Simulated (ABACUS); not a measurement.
The system is MgB2.

```
CELL_PARAMETERS angstrom
3.08500 0.00000 0.00000
-1.54250 2.67169 0.00000
0.00000 0.00000 3.52300
ATOMIC_POSITIONS crystal
Mg 0.00000 0.00000 0.00000
B 0.66667 0.33333 0.50000
B 0.33333 0.66667 0.50000
```

Base run:

- Program: ABACUS 3.10.1
- Functional: PBE
- Potentials or basis: SG15 ONCV 1.2 PBE
- Cutoff: 1143 eV
- Density cutoff: 4572 eV
- Basis: plane waves
- k mesh: 7 × 7 × 6
- Occupations: fermi-dirac, width 0.05 eV
- Spin: no spin polarisation

Its results: band gap on the k mesh none (metal or under the smearing width); pressure -1.9 GPa.

Problem. The run is repeated on the same cell with these changes: potentials or basis from SG15 ONCV 1.2 PBE to Ansatz NC PBE. What comes out?

Solution. Band gap on the k mesh none (metal or under the smearing width); pressure -1.1 GPa.
